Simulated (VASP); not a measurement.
# Se (Cmcm) in VASP: notebook

One crystal, Se, is run at these levels: PBE; tasks: single point.

Everything below comes from runs of VASP 6.6.1. Logs are shortened: lines on timing, memory, paths and dates and some standing lists are left out, and cuts for length are marked.

## 1. The structure

Symmetry: Cmcm, No. 63, orthorhombic system. The conventional cell has a = 2.789 Å, b = 8.078 Å, c = 4.613 Å, α = 90.00°, β = 90.00°, γ = 90.00°. Se (site symmetry m2m) has 4 Se at 2.53 to 2.79 Å as nearest neighbours.

This isn't the form of Se at room conditions, which is trigonal, of chains.

## 2. Single point, PBE

Contents of INCAR:

```
SYSTEM = Se
  PREC = Accurate
  ENCUT = 400
  EDIFF = 1E-6
  ISMEAR = 0
  SIGMA = 0.05
  LREAL = .False.
  LASPH = .True.
  NELM = 100
  ALGO = Normal
  ISIF = 2
  LWAVE = .False.
  LCHARG = .False.
  GGA = PE
  ADDGRID = .False.
```

Contents of KPOINTS:

```
regular mesh
0
Gamma
  9 9 5
  0 0 0
```

Contents of POSCAR:

```
Se
1.0
    1.3942694300     -4.0390027650      0.0000000000
    1.3942694300      4.0390027650      0.0000000000
    0.0000000000      0.0000000000      4.6134314000
Se
2
Direct
    0.0643446800      0.9356553200      0.2500000000
    0.9356553200      0.0643446800      0.7500000000
```

Potentials or basis: VASP PAW PBE potentials, release 64 (Se).

On the command line:

```sh
$ cat potpaw_PBE.64/Se/POTCAR > POTCAR
$ mpirun -np 1 vasp_std > vasp.out
```

OUTCAR:

```text
SYSTEM = Se
   PREC = Accurate
   ENCUT = 400
   EDIFF = 1E-6
   ISMEAR = 0
   LREAL = .False.
   LASPH = .True.
   NELM = 100
   ISIF = 2
   GGA = PE

 Found     75 irreducible k-points:

 Following reciprocal coordinates:
            Coordinates               Weight
  0.000000  0.000000  0.000000      1.000000
  0.111111  0.000000  0.000000      4.000000
  0.222222 -0.000000  0.000000      4.000000
  0.333333 -0.000000  0.000000      4.000000
  0.444444 -0.000000  0.000000      4.000000
  0.111111  0.111111  0.000000      2.000000
   k-points           NKPTS =     75   k-points in BZ     NKDIM =     75   number of bands    NBANDS=     10
   number of dos      NEDOS =    301   number of ions     NIONS =      2
   total plane-waves  NPLWV =  23520
   dimension x,y,z NGX =    28 NGY =   28 NGZ =   30
   dimension x,y,z NGXF=    56 NGYF=   56 NGZF=   60
   ions per type =               2
   NGX,Y,Z   is equivalent  to a cutoff of  10.89, 10.89, 10.81 a.u.
   NGXF,Y,Z  is equivalent  to a cutoff of  21.79, 21.79, 21.62 a.u.
 SYSTEM =  Se
   PREC   = accura    normal or accurate (medium, high low for compatibility)
   ISTART =      0    job   : 0-new  1-cont  2-samecut
   ICHARG =      2    charge: 1-file 2-atom 10-const
   ISPIN  =      1    spin polarized calculation?
   LNONCOLLINEAR =      F non collinear calculations
   LSORBIT =      F    spin-orbit coupling
   LASPH  =      T    aspherical Exc in radial PAW
   ENCUT  =  400.0 eV  29.40 Ry    5.42 a.u.   6.97  6.97  7.52*2*pi/ulx,y,z
   NELM   =    100;   NELMIN=  2; NELMDL= -5     # of ELM steps
   EDIFF  = 0.1E-05   stopping-criterion for ELM
   LREAL  =      F    real-space projection
   EDIFFG = 0.1E-04   stopping-criterion for IOM
   NSW    =      0    number of steps for IOM
   IBRION =     -1    ionic relax: 0-MD 1-quasi-New 2-CG
   NFREE  =      0    steps in history (QN), initial steepest desc. (CG)
   ISIF   =      2    stress and relaxation
   ISYM   =      2    0-nonsym 1-usesym 2-fastsym
   POTIM  = 0.5000    time-step for ionic-motion
   TEBEG  =    0.0;   TEEND  =   0.0 temperature during run
   PSTRESS=    0.0 pullay stress
   NELECT =      12.0000    total number of electrons
   NUPDOWN=      -1.0000    fix difference up-down
   EMIN   =  10.00;   EMAX   =-10.00  energy-range for DOS
   EFERMI =   0.00;   METHOD = LEGACY
   ISMEAR =     0;   SIGMA  =   0.05  broadening in eV -4-tet -1-fermi 0-gaus
   EFERMI_NEDOS =   21; number of points for ismear=-14 and -15
   IALGO  =     38    algorithm
   IMIX   =      4    mixing-type and parameters
     AMIX     =   0.40;   BMIX     =  1.00
     AMIX_MAG =   1.60;   BMIX_MAG =  1.00
  volume/ion in A,a.u.               =      25.98       175.32
  Fermi-wavevector in a.u.,A,eV,Ry     =   1.004408  1.898056 13.726046  1.008836
  Thomas-Fermi vector in A             =   2.137022
   LORBIT       =      0    0 simple, 1 ext, 2 COOP (PROOUT), +10 PAW based schemes
   GGA     = PE    functional components
   LHFCALC =     F    Hartree Fock is set to
   AEXX    =    0.0000 exact exchange contribution
   IVDW    =     0    specifies the selected vdW correction
   LEPSILON=     F    determine dielectric tensor
   LRPA    =     F    only Hartree local field effects (RPA)
 non-spin polarized calculation
 Gauss-broadening in eV      SIGMA  =   0.05
  energy-cutoff  :      400.00
  volume of cell :       51.96
 maximum number of plane-waves:       963
   NGX = 13   NGY = 13   NGZ = 15

 number of electron      11.9999998 magnetization

 Free energy of the ion-electron system (eV)
  ---------------------------------------------------
  ext. energy  EPLUGINS =         0.00000000
  ---------------------------------------------------
  free energy    TOTEN  =        -6.64156081 eV

  energy without entropy =       -6.63818890  energy(sigma->0) =       -6.63987486

 E-fermi :   3.3769     XC(G=0):  -9.1009

 val. band max:        3.3756661686   @ k =  -0.4444   0.2222   0.2000
 cond. band min:       3.3892448386   @ k =  -0.3333   0.1111   0.4000
 fundamental gap:      0.0135786699
 Fermi energy:         3.3769075383

 k-point     1 :       0.0000    0.0000    0.0000
  band No.  band energies     occupation
      1     -12.7049      2.00000
      2      -8.7322      2.00000
      3      -3.3191      2.00000
      4       0.8980      2.00000
      5       1.0728      2.00000
      6       5.2594      0.00000
      7       5.6243      0.00000
      8       7.6343      0.00000
      9       8.7267      0.00000
     10      10.1191      0.00000

 k-point     2 :       0.1111    0.0000    0.0000
  band No.  band energies     occupation
      1     -12.5144      2.00000
      2      -8.5524      2.00000
      3      -3.1480      2.00000
      4       0.7963      2.00000
      5       1.4302      2.00000
      6       3.6369      0.00000
      7       5.7051      0.00000
      8       6.2488      0.00000
      9       8.9421      0.00000
     10      10.4979      0.00000

 k-point     3 :       0.2222   -0.0000    0.0000
  band No.  band energies     occupation
      1     -11.9714      2.00000
      2      -8.0373      2.00000
      3      -2.6717      2.00000
      4       0.5924      2.00000
      5       1.2077      2.00000
      6       2.0412      2.00000
      7       3.7298      0.00000
      8       5.9389      0.00000
      9       9.6550      0.00000
     10      11.2523      0.00000

 k-point     4 :       0.3333   -0.0000    0.0000
  band No.  band energies     occupation
      1     -11.1943      2.00000
      2      -7.2916      2.00000
      3      -2.0272      2.00000
      4      -1.6505      2.00000
      5       1.2866      2.00000
      6       1.5224      2.00000
      7       2.6238      2.00000
      8       6.2595      0.00000
      9       9.6381      0.00000
     10      10.0913      0.00000

 k-point     5 :       0.4444   -0.0000    0.0000
  band No.  band energies     occupation
      1     -10.5189      2.00000
      2      -6.6328      2.00000
      3      -3.1737      2.00000
      4      -1.5149      2.00000
      5      -0.1476      2.00000
      6       1.9599      2.00000
      7       2.8612      2.00000
      8       6.4739      0.00000
      9       8.3547      0.00000
     10       9.1712      0.00000

 k-point     6 :       0.1111    0.1111    0.0000
  band No.  band energies     occupation
      1     -11.9976      2.00000
      2      -8.0180      2.00000
      3      -2.7011      2.00000
      4       0.7179      2.00000
      5       1.6182      2.00000
      6       1.7239      2.00000
      7       3.7202      0.00000
      8       6.1496      0.00000
      9       9.5442      0.00000
     10      10.7738      0.00000

 [... further k-points ...]
[... 5 lines left out ...]
  --------------------------------------------------------------------------------------
  -------------------------------------------------------------------------------------
  Total       -0.5441029      0.3749677      1.8278747      0.0000000      0.0000000      0.0000000
  in kB      -16.7770933     11.5619090     56.3614403      0.0000000      0.0000000      0.0000000
  external PRESSURE =      17.0487520 kB  Pullay stress =       0.0000000 kB

 VOLUME and BASIS-vectors are now :
 -----------------------------------------------------------------------------
  energy-cutoff  :      400.00
  volume of cell :       51.96
      direct lattice vectors                 reciprocal lattice vectors
     1.394269430 -4.039002765  0.000000000     0.358610746 -0.123792933  0.000000000
     1.394269430  4.039002765  0.000000000     0.358610746  0.123792933  0.000000000
     0.000000000  0.000000000  4.613431400     0.000000000  0.000000000  0.216758398

 POSITION                                       TOTAL-FORCE (eV/Angst)
 -----------------------------------------------------------------------------------
      1.39427      3.51923      1.15336         0.000000     -0.052127      0.000000
      1.39427     -3.51923      3.46007         0.000000      0.052127     -0.000000
 -----------------------------------------------------------------------------------
    total drift:                                0.000000      0.000000      0.000000

  FREE ENERGIE OF THE ION-ELECTRON SYSTEM (eV)
  ---------------------------------------------------
  free  energy   TOTEN  =        -6.6415608131 eV

  energy  without entropy=       -6.6381889022  energy(sigma->0) =       -6.63987486
```

Wall time 13 s (1 thread of Intel Xeon Platinum 8488C (Sapphire Rapids), shared host); peak memory 0.16 GiB.

These settings aren't checked as converged: the numbers below hold their error.

Results:

```yaml
Free_energy: -6.6416 eV
Pressure: 1.7 GPa
Largest_force: 0.052 eV/Å
Band_gap_on_the_k_mesh: none (metal or under the smearing width)
```

## 3. Single point, PBE

INCAR: that of step 2 with these lines changed.

```diff
@@ -2,3 +2,3 @@
   PREC = Accurate
-  ENCUT = 400
+  ENCUT = 900
   EDIFF = 1E-6
```

Contents of KPOINTS:

```
regular mesh
0
Gamma
  6 6 4
  0 0 0
```

POSCAR is that of step 2.

Potentials or basis: VASP PAW PBE potentials, release 64 (Se).

On the command line:

```sh
$ cat potpaw_PBE.64/Se/POTCAR > POTCAR
$ mpirun -np 1 vasp_std > vasp.out
```

Wall time 27 s (1 thread of Intel Xeon Platinum 8488C (Sapphire Rapids), shared host); peak memory 0.28 GiB.

The run converged, but some of its settings lie outside the range that counts as converged, so its numbers aren't taken as properties of the crystal.

Results:

* Free energy: -6.6540 eV
* Pressure: 1.6 GPa
* Largest force: 0.332 eV/Å
* Band gap on the k mesh: none (metal or under the smearing width)

Caveat: the k mesh is coarse (spacing up to 0.40 Å⁻¹), so the values aren't converged.

## 4. Single point, PBE

INCAR: that of step 3 with these lines changed.

```diff
@@ -2,3 +2,3 @@
   PREC = Accurate
-  ENCUT = 900
+  ENCUT = 460
   EDIFF = 1E-6
```

Contents of KPOINTS:

```
regular mesh
0
Gamma
  9 9 5
  0 0 0
```

POSCAR is that of step 3.

Potentials or basis: VASP PAW PBE potentials, release 64 (Se).

On the command line:

```sh
$ cat potpaw_PBE.64/Se/POTCAR > POTCAR
$ mpirun -np 1 vasp_std > vasp.out
```

OUTCAR:

```text
SYSTEM = Se
   PREC = Accurate
   ENCUT = 460
   EDIFF = 1E-6
   ISMEAR = 0
   LREAL = .False.
   LASPH = .True.
   NELM = 100
   ISIF = 2
   GGA = PE

 Found     75 irreducible k-points:

 Following reciprocal coordinates:
            Coordinates               Weight
  0.000000  0.000000  0.000000      1.000000
  0.111111  0.000000  0.000000      4.000000
  0.222222 -0.000000  0.000000      4.000000
  0.333333 -0.000000  0.000000      4.000000
  0.444444 -0.000000  0.000000      4.000000
  0.111111  0.111111  0.000000      2.000000
   k-points           NKPTS =     75   k-points in BZ     NKDIM =     75   number of bands    NBANDS=     10
   number of dos      NEDOS =    301   number of ions     NIONS =      2
   total plane-waves  NPLWV =  28800
[... 149 lines left out ...]

 [... further k-points ...]
[... 5 lines left out ...]
  --------------------------------------------------------------------------------------
  -------------------------------------------------------------------------------------
  Total       -0.5377787      0.3806255      1.8326634      0.0000000      0.0000000      0.0000000
  in kB      -16.5820910     11.7363624     56.5090986      0.0000000      0.0000000      0.0000000
  external PRESSURE =      17.2211233 kB  Pullay stress =       0.0000000 kB

 VOLUME and BASIS-vectors are now :
 -----------------------------------------------------------------------------
  energy-cutoff  :      460.00
  volume of cell :       51.96
      direct lattice vectors                 reciprocal lattice vectors
     1.394269430 -4.039002765  0.000000000     0.358610746 -0.123792933  0.000000000
     1.394269430  4.039002765  0.000000000     0.358610746  0.123792933  0.000000000
     0.000000000  0.000000000  4.613431400     0.000000000  0.000000000  0.216758398

 POSITION                                       TOTAL-FORCE (eV/Angst)
 -----------------------------------------------------------------------------------
      1.39427      3.51923      1.15336         0.000000     -0.051597      0.000000
      1.39427     -3.51923      3.46007         0.000000      0.051597     -0.000000
 -----------------------------------------------------------------------------------
    total drift:                               -0.000000     -0.000000      0.000000

  FREE ENERGIE OF THE ION-ELECTRON SYSTEM (eV)
  ---------------------------------------------------
  free  energy   TOTEN  =        -6.6415558956 eV

  energy  without entropy=       -6.6381843531  energy(sigma->0) =       -6.63987012
```

It took 16 s on 1 thread of Intel Xeon Platinum 8488C (Sapphire Rapids), shared host; peak memory 0.18 GiB.

These settings aren't checked as converged: the numbers below hold their error.

What came out:

- Free energy: -6.6416 eV
- Pressure: 1.7 GPa
- Largest force: 0.052 eV/Å
- Band gap on the k mesh: none (metal or under the smearing width)

## 5. Single point, PBE

INCAR: that of step 4 with these lines changed.

```diff
@@ -4,3 +4,3 @@
   EDIFF = 1E-6
-  ISMEAR = 0
+  ISMEAR = -5
   SIGMA = 0.05
```

KPOINTS is that of step 4.

POSCAR is that of step 4.

On the command line:

```sh
$ cat potpaw_PBE.64/Se/POTCAR > POTCAR
$ mpirun -np 1 vasp_std > vasp.out
```

Wall time 17 s (1 thread of Intel Xeon Platinum 8488C (Sapphire Rapids), shared host); peak memory 0.18 GiB.

The run converged, but some of its settings lie outside the range that counts as converged, so its numbers aren't taken as properties of the crystal.

Results:

```yaml
Free_energy: -6.6484 eV
Pressure: 1.5 GPa
Largest_force: 0.018 eV/Å
Band_gap_on_the_k_mesh: none (metal or under the smearing width)
```

Caveat: tetrahedron occupations give inexact forces and stress in metals.
